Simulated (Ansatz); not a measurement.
The system is ZrC.

```
CELL_PARAMETERS angstrom
3.39148 0.00000 0.00000
-1.69574 2.93710 0.00000
0.00000 0.00000 5.29005
ATOMIC_POSITIONS crystal
Zr 0.66667 0.33333 0.75000
Zr 0.33333 0.66667 0.25000
C 0.00000 0.00000 0.50000
C 0.00000 0.00000 0.00000
```

The cell comes from a database or a generator and needn't be the stable form of this composition.

Base run:

| Item | Value |
| --- | --- |
| Program | Ansatz 0.2.0 |
| Functional | PBEsol |
| Potentials or basis | Ansatz PAW |
| Cutoff | 420 eV (not typed: the program's choice for these potentials) |
| k mesh | 9 × 9 × 5 |
| Occupations | fermi-dirac, width 0.05 eV |
| Spin | no spin polarisation |
| Hubbard terms | Zr d U = 6 eV |

Its results: band gap on the k mesh none (metal or under the smearing width); pressure 0.0 GPa.

Q: The run is repeated on the same cell with these changes: hubbard terms from Zr d U = 6 eV to none; hubbard projectors from ortho-atomic (the default) to none. What comes out?

A: Band gap on the k mesh none (metal or under the smearing width); pressure -7.8 GPa.

Caveats: the PAW data sets come from PBE, with cores solved anew for the run's functional, which leaves a small shift of forces and pressure; U without spin polarisation on a metal has little footing (some runs); the U is typed as a test and isn't derived for this compound (some runs).
